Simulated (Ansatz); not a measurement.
## AgI: frozen-core PAW against all-electron methods

```yaml
crystal:
  lattice:
    - [0.00000, 3.23650, 3.23650]
    - [3.23650, 0.00000, 3.23650]
    - [3.23650, 3.23650, 0.00000]
  atoms:
    - { symbol: Ag, position: [0.00000, 0.00000, 0.00000] }
    - { symbol: I, position: [0.75000, 0.75000, 0.75000] }
```

Atom numbers follow the list: Ag1, I2.

The cell is COD entry 9008829, as deposited and not checked against the literature; nothing was relaxed. It differs from other determinations.

No spin–orbit coupling, which matters for the heavy atoms here.

All numbers are computed: DFT, PBE, PAW with Ansatz's default frozen-core files, scalar-relativistic (Ansatz 0.2.0); DFT, PBE, all-electron LAPW, scalar-relativistic (Ansatz 0.2.0).

For PAW: a Γ-centred 7×7×7 k mesh, Fermi–Dirac smearing of 0.01 eV, cutoff 420 eV, no spin polarisation. LAPW targets a basis error of 0.5 meV/atom. The Ansatz runs share mesh, smearing and spin set-up. Plane-wave (PAW) pressures include the program's estimate of the Pulay term.

Stress and pressure are positive in compression.

Levels count from the top of the valence band.

PAW results:

| quantity | PAW |
| --- | --- |
| pressure (GPa) | 2.23 |
| band gap (eV) | 1.339 |
| highest filled level at L (eV) | -0.735 |
| lowest empty level at L (eV) | 2.755 |
| highest filled level at U (eV) | -1.446 |
| lowest empty level at U (eV) | 3.931 |
| highest filled level at Γ (eV) | 0.000 |
| lowest empty level at Γ (eV) | 1.339 |

(1) What does all-electron LAPW give for the same quantities?

Results:

(1) 
| quantity | LAPW |
| --- | --- |
| pressure (GPa) | 2.25 |
| band gap (eV) | 1.339 |
| highest filled level at L (eV) | -0.735 |
| lowest empty level at L (eV) | 2.756 |
| highest filled level at U (eV) | -1.446 |
| lowest empty level at U (eV) | 3.931 |
| highest filled level at Γ (eV) | 0.000 |
| lowest empty level at Γ (eV) | 1.339 |
